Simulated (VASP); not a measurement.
Ta:

```
CELL_PARAMETERS angstrom
2.86693 0.00000 0.00000
-1.43347 2.48283 0.00000
0.00000 0.00000 5.09332
ATOMIC_POSITIONS crystal
Ta 0.33333 0.66667 0.25000
Ta 0.66667 0.33333 0.75000
```

This isn't the form of Ta at room conditions, which is bcc.

Base run:

* Program: VASP 6.6.1
* Functional: PBEsol
* Potentials or basis: VASP PAW PBE potentials, release 64 (Ta_pv)
* Cutoff: 700 eV
* k mesh: 18 × 18 × 10
* Occupations: gaussian, width 0.1 eV
* Spin: no spin polarisation

Its results: band gap on the k mesh none (metal or under the smearing width); pressure 0.0 GPa.

Task: The run is repeated on the same cell with these changes: functional from PBEsol to r2SCAN; cutoff from 700 eV to 520 eV; further incar settings from ALGO = Fast; EDIFF = 1e-06 to ALGO = Normal; EDIFF = 1e-06. What comes out?

Result: Band gap on the k mesh none (metal or under the smearing width); pressure 4.6 GPa.

Caveats: the PAW data sets were made with another functional, which shifts forces and pressure a little.
